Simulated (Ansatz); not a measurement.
# Cu2O (Cuprite): the cost of one run

Program: Ansatz 0.2.0. Level of theory: DFT PBE, scalar-relativistic, plane waves, PAW. These are calculated values, not measurements.

The COD entry's cell or inner coordinates are ideal or old and differ from later refinements, so a difference from it is no clean test against experiment.

**1. Starting point**

The structure is cubic, space group Pn-3m (No. 224). Conventional cell: a = 4.287 Å, b = 4.287 Å, c = 4.287 Å, α = 90.00°, β = 90.00°, γ = 90.00°. Around Cu (site symmetry -3m) lie 2 O at 1.86 Å. Around O (site symmetry -43m) lie 4 Cu at 1.86 Å.

Structure file:

```xyz
6
Lattice="4.2868 0.0000 0.0000 0.0000 4.2868 0.0000 0.0000 0.0000 4.2868" Properties=species:S:1:pos:R:3 pbc="T T T"
Cu    1.0717    1.0717    1.0717
Cu    1.0717    3.2151    3.2151
Cu    3.2151    3.2151    1.0717
Cu    3.2151    1.0717    3.2151
O     0.0000    0.0000    0.0000
O     2.1434    2.1434    2.1434
```

An earlier run at PBE left this cell at 13.130 Å³/atom and 0.07 GPa (4×4×4 mesh).

**2. Antiferromagnetic, in the cell as typed**

File input.yaml:

```yaml
crystal:
  lattice:
    - [4.2868413066, 0.0, 0.0]
    - [0.0, 4.2868413066, 0.0]
    - [0.0, 0.0, 4.2868413066]
  atoms:
    - { symbol: Cu, position: [0.25, 0.25, 0.25], spin: 1.0 }
    - { symbol: Cu, position: [0.25, 0.75, 0.75], spin: 1.0 }
    - { symbol: Cu, position: [0.75, 0.75, 0.25], spin: -1.0 }
    - { symbol: Cu, position: [0.75, 0.25, 0.75], spin: -1.0 }
    - { symbol: O, position: [0.0, 0.0, 0.0] }
    - { symbol: O, position: [0.5, 0.5, 0.5] }
basis:
  ecutwfc: 300
  ecutrho_ratio: 4
kpoints:
  mp_grid: { grid: [4, 4, 4] }
hamiltonian:
  xc: pbe
scf:
  occupations: { method: gaussian, width: 0.05 }
  lower_state_search: "off"
output:
  forces: true
  stress: true
  eigenvalues: true
  populations: true
magnetization:
  spin_polarized: true
```

Started as:

```console
$ ansatz run input.yaml --threads 1 --pin off --max-ram 2560MiB --backend cpu --events-out ev --progress --plain --runs-dir out
```

What time and memory should one allow on 1 thread of Intel Xeon Platinum 8375C at 2.90GHz (Ice Lake), shared host?

About 8.6 s, with a peak of 0.42 GiB.
